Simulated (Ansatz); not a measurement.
The system is MnSb.

```
Sb Mn
1.0
     4.15000    0.00000    0.00000
    -2.07500    3.59401    0.00000
     0.00000    0.00000    5.78000
Sb Mn
2 2
Direct
  0.66667 0.33333 0.75000
  0.33333 0.66667 0.25000
  0.00000 0.00000 0.50000
  0.00000 0.00000 0.00000
```

```yaml
Program: Ansatz 0.2.0
Task: relaxation of cell and atoms
Functional: PBEsol
Potentials_or_basis: Ansatz PAW
Cutoff: "420 eV (not typed: the program's choice for these potentials)"
k_mesh: 7 × 7 × 5
Occupations: fermi-dirac, width 0.05 eV
Spin: collinear spin, ferromagnetic start
Starting_moments: "[0.0, 0.0, 4.0, 4.0] μB"
```

At the start: volume 21.55 Å³/atom.

Q: Where does the relaxation end?

A: It ends after 5 steps and the volume is 18.76 Å³/atom (-13.0 %); space group P6_3/mmc (No. 194, to 0.05 Å); moment 5.67 μB per cell.

The path:
```
step  energy change (eV)  largest force (eV/Å)  volume (Å³)
   1              0.0000                0.0000        86.21
   2             -0.2818                0.0000        75.66
   3             -0.2848                0.0000        74.94
   4             -0.2849                0.0000        75.05
   5             -0.2816                0.0000        75.05
```

Final structure:
```
Sb Mn
1.0
     3.99539    0.00000    0.00000
    -1.99769    3.46011    0.00000
     0.00000    0.00000    5.42843
Sb Mn
2 2
Direct
  0.66667 0.33333 0.75000
  0.33333 0.66667 0.25000
  0.00000 0.00000 0.50000
  0.00000 0.00000 0.00000
```

Caveat: the plane-wave basis is chosen anew once the cell has moved, so the energies of steps on either side of that aren't comparable; the volume moved by -13 % from the deposited cell, more than functionals usually miss; only a ferromagnetic start was run, and an antiferromagnetic order may lie lower in energy; the PAW data sets come from PBE, with cores solved anew for the run's functional, which leaves a small shift of forces and pressure.
